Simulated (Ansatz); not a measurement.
How far is PAW off for RbBr?

```yaml
crystal:
  lattice:
    - [0.00000, 3.53032, 3.42750]
    - [3.53032, 0.00000, 3.42750]
    - [3.53032, 3.53032, 0.00000]
  atoms:
    - { symbol: Rb, position: [0.00000, 0.00000, 0.00000] }
    - { symbol: Br, position: [0.50000, 0.50000, 0.50000] }
```

Atoms are numbered in the order listed.

The conventional cell has a = 4.993 Å, b = 4.993 Å, c = 6.855 Å, α = 90.00°, β = 90.00°, γ = 90.00°. Around Rb (atom 1) lie 6 Br at 3.43 to 3.53 Å. Around Br (atom 2) lie 6 Rb at 3.43 to 3.53 Å.

The cell is COD entry 1010048, as deposited and not checked against the literature; nothing was relaxed. It is an old determination, and later ones may differ. The listed cell was then made from it by scaling, straining or moving an atom.

Methods: DFT, PBE, PAW with Ansatz's default frozen-core files, scalar-relativistic (Ansatz 0.2.0); DFT, PBE, all-electron LAPW, scalar-relativistic (Ansatz 0.2.0).

For PAW: a Γ-centred 7×7×7 k mesh, Fermi–Dirac smearing of 0.03 eV, cutoff 420 eV, no spin polarisation. LAPW targets a basis error of 1 meV/atom. The Ansatz runs share mesh, smearing and spin set-up. Plane-wave (PAW) pressures include the program's estimate of the Pulay term.

Stress and pressure are positive in compression.

The change that made this cell: x and y strained by +3 %, z held.

PAW results:

```
       quantity    PAW
 pressure (GPa)   0.17
stress xx (GPa)  -0.08
stress zz (GPa)   0.68
  band gap (eV)  4.199
```

(1) What does all-electron LAPW give for the same quantities?

Answers

(1) 
```csv
quantity,LAPW
pressure (GPa),0.17
stress xx (GPa),-0.08
stress zz (GPa),0.68
band gap (eV),4.199
```
